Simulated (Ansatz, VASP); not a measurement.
AgCl in VASP and in Ansatz

```
CELL_PARAMETERS angstrom
0.00000 2.77318 2.77318
2.77318 0.00000 2.77318
2.77318 2.77318 0.00000
ATOMIC_POSITIONS crystal
Ag 0.00000 0.00000 0.00000
Cl 0.50000 0.50000 0.50000
```

The cell was built by a generator and needn't be a form met in nature.

Alike in both runs: task single point; functional HSE06; k mesh 4 × 4 × 4; no spin polarisation.

```csv
,VASP,Ansatz
version,VASP 6.6.1,Ansatz 0.2.0
potentials or method,"VASP PAW PBE potentials, release 64 (Ag, Cl)","plane waves, PAW"
plane-wave cutoff (eV),520,420
occupations,"gaussian, width 0.01 eV",fixed
valence electrons in the cell,18,26
```

|  | VASP | Ansatz | Ansatz less VASP |
| --- | --- | --- | --- |
| gap on the k mesh at the Fermi level (eV) | 2.40 | 2.42 | +0.020 |
| pressure (GPa) | 1.3 | 1.5 | +0.19 |

The two sets of potentials don't hold the same shells in valence. Ansatz warned: «stress_exchange_threshold_loose».

Caveats: the k mesh is coarse (spacing up to 0.49 Å⁻¹), so the values aren't converged, least of all with exact exchange; the PAW data sets were made with another functional, which shifts forces and pressure a little (VASP). A k mesh can miss the band edges.
